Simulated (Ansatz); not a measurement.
## TiPt3 under changes of volume

One of the cells (14.796 Å³/atom); the others are scaled copies at fixed shape and fractional positions:

```
CELL_PARAMETERS angstrom
3.89700 0.00000 0.00000
0.00000 3.89700 0.00000
0.00000 0.00000 3.89700
ATOMIC_POSITIONS crystal
Pt 0.50000 0.50000 0.00000
Pt 0.50000 0.00000 0.50000
Pt 0.00000 0.50000 0.50000
Ti 0.00000 0.00000 0.00000
```

```yaml
Program: Ansatz 0.2.0
Functional: LDA
Potentials_or_basis: all-electron LAPW, scalar-relativistic
Cutoff: 254 eV (chosen from the basis error)
Basis_error_allowed: 0.002 eV/atom
k_mesh: 7 × 7 × 7
Occupations: fermi-dirac, width 0.05 eV
Spin: no spin polarisation
```

```tsv
volume (Å³/atom)	energy over the lowest point (meV/atom)	pressure (GPa)
13.908	25.11	13.7
14.204	6.48	6.7
14.500	0.00	0.5
14.796	4.29	-5.0
15.091	18.11	-9.9
15.387	40.35	-14.2
15.683	?	?
```

Problem. What does the run at 15.683 Å³/atom give?

Solution. Energy over the lowest point 70.06 meV/atom; pressure -17.9 GPa.

Worked out: A Birch-Murnaghan fit of order 3 (a polynomial in V^(-2/3)) to the other rows has its minimum at 14.52 Å³/atom with B0 = V·E''(V) = 283 GPa and B' = 5.0. It gives 70.10 meV/atom at 15.683 Å³/atom, against the run's 70.06, and -dE/dV = -18.0 GPa, against -17.9.

Energies are extrapolated to zero smearing.
